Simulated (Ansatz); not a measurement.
Ti$_{3}$Al: work and stress of cleavage

Method: DFT PBE, scalar-relativistic, plane waves, PAW (Ansatz). Settings: plane waves to 420 eV, k-mesh 7×8×4 (Γ-centred), Gaussian smearing 0.15 eV. No spin polarisation. Energies are free energies at this smearing, counted from the undisturbed cell; pressure is positive in compression.

The undisturbed cell (relaxed at this level; it needn't be the usual structure):

```xyz
16
Lattice="2.8777 -4.9843 0.0000 0.0000 0.0000 -4.6541 8.6330 4.9843 0.0000" Properties=species:S:1:pos:R:3 pbc="T T T"
Ti    8.6061    3.3384   -3.4906
Ti    5.7284   -1.6459   -3.4906
Ti    8.6061    1.6459   -1.1635
Ti    2.8507    1.6459   -1.1635
Ti   10.0718    0.7996   -3.4906
Ti    4.3165    0.7996   -3.4906
Ti    5.7823    1.6459   -1.1635
Ti    2.9046   -3.3384   -1.1635
Ti    5.7823    3.3384   -3.4906
Ti    2.9046   -1.6459   -3.4906
Ti    7.1942   -0.7996   -1.1635
Ti    1.4388   -0.7996   -1.1635
Al    7.1942    0.8307   -3.4906
Al    1.4388    0.8307   -3.4906
Al    7.1942    4.1536   -1.1635
Al    4.3165   -0.8307   -1.1635
```

The cut lies on the cell's a–b face, a (1 0 0) plane (indices in the standard cell, whose axes needn't be the Cartesian ones shown) of area 26.79 Å², between layers 1.69 Å apart. Vector c is lengthened by d along the normal with the atoms' Cartesian places fixed: one unrelaxed cut a cell. The traction is positive where the two halves pull on each other.

| d (Å) | energy (J/m²) | traction (GPa) |
| --- | --- | --- |
| -0.30 | 0.46 | -33.3 |
| 0.00 | 0.00 | 0.0 |
| 0.25 | 0.21 | 15.2 |
| 0.50 | 0.69 | 21.5 |
| 0.75 | 1.24 | 22.2 |
| 1.00 | 1.78 | 20.4 |
| 1.50 | 2.66 | 14.7 |
| 2.00 | 3.26 | 9.6 |
| 3.00 | 3.88 | 3.6 |
| 4.50 | 4.14 | 0.6 |
| 6.00 | 4.18 | 0.1 |

Question: What are the work of separation and the cleavage stress, and do they fit the universal binding curve?

Answer: The energy levels off near W ≈ 4.18 J/m² (the traction is down to 0.1 GPa), the energy of the two unrelaxed faces, 2.09 J/m² each on average. The largest sampled traction is 22.2 GPa at d = 0.75 Å, and a parabola through it and its two neighbours peaks at σ_max ≈ 22.3 GPa, d ≈ 0.70 Å. The curve E = W[1 − (1 + d/ℓ)exp(−d/ℓ)] peaks in traction at d = ℓ with σ_max = W/(eℓ); with 1 J/m² per Å = 10 GPa this W and σ_max give ℓ = 0.69 Å. A parabola through that curve at the same three d peaks at 0.72 Å, against 0.70 Å here, a fair fit. Real crystals break at far lower stress, because cracks concentrate it, and on the plane of lowest W, which needn't be this one.

The cut is rigid; relaxing the faces lowers these energies and usually the stresses.

In a metal these slopes depend on the k mesh and the smearing.

Cost: 11 runs of about 21 core-minutes in all, on Arm Neoverse V2 (shared hosts).